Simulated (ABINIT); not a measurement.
Rh: optical spectrum with PBEsol

Rh:

```
Rh
1.0
     0.00000    1.89785    1.89785
     1.89785    0.00000    1.89785
     1.89785    1.89785    0.00000
Rh
1
Direct
  0.00000 0.00000 0.00000
```

```json
{
  "Program": "ABINIT 10.8.3 (patched build)",
  "Task": "optical spectrum",
  "Functional": "PBEsol",
  "Potentials or basis": "PseudoDojo NC SR PBEsol v0.4.1 standard",
  "Cutoff": "1088 eV",
  "k mesh": "12 × 12 × 12, with 4 shifts",
  "Occupations": "cold (ABINIT), width 0.136 eV",
  "Spin": "no spin polarisation",
  "Bands in the sums": "20",
  "Broadening (eV)": "0.2",
  "Scissor shift (eV)": "0",
  "Tensor components": "[11]"
}
```

```json
{
  "Pressure": "-4.4 GPa"
}
```

Dielectric function (mean over the directions given):
| energy (eV) | real part | imaginary part |
| --- | --- | --- |
| 0.33 | 63.79 | 86.74 |
| 0.76 | 35.80 | 67.51 |
| 1.31 | 8.76 | 46.73 |
| 1.74 | -4.61 | 36.89 |
| 2.29 | -6.43 | 20.70 |
| 2.83 | -5.41 | 18.23 |
| 3.27 | -7.89 | 13.84 |
| 3.81 | -7.17 | 7.59 |
| 4.25 | -4.44 | 5.28 |
| 4.79 | -2.54 | 4.29 |
| 5.33 | -1.92 | 3.57 |
| 5.77 | -1.11 | 3.23 |
| 6.31 | -0.88 | 2.93 |
| 6.75 | -0.71 | 2.40 |
| 7.29 | 0.11 | 1.96 |
| 7.84 | 0.31 | 1.74 |
| 8.27 | 0.90 | 1.47 |
| 8.82 | 1.26 | 1.64 |
| 9.36 | 1.99 | 1.34 |
| 9.80 | 2.12 | 2.02 |
| 10.34 | 2.18 | 1.92 |
| 10.78 | 2.19 | 2.50 |
| 11.32 | 1.78 | 2.61 |
| 11.86 | 1.61 | 2.53 |
| 12.30 | 1.59 | 2.37 |
| 12.84 | 1.57 | 2.21 |
| 13.28 | 1.64 | 2.28 |
| 13.82 | 1.58 | 2.29 |
| 14.37 | 1.51 | 2.11 |
| 14.80 | 1.60 | 2.19 |
| 15.35 | 1.63 | 2.19 |
| 15.89 | 1.58 | 2.18 |
| 16.33 | 1.78 | 2.16 |
| 16.87 | 1.71 | 2.19 |
| 17.31 | 1.75 | 2.29 |
| 17.85 | 1.97 | 2.29 |
| 18.39 | 2.12 | 2.67 |
| 18.83 | 2.38 | 3.29 |
| 19.38 | 1.37 | 3.57 |
| 19.92 | 0.84 | 4.01 |

It took 2.9 min on 1 thread of Intel(R) Xeon(R) 6975P-C (Granite Rapids), with other jobs on the host, peak memory 3.4 GiB.

Caveat: the intraband (Drude) term is left out; spectra need much finer meshes, so this one isn't converged; independent-particle spectra lack excitons.
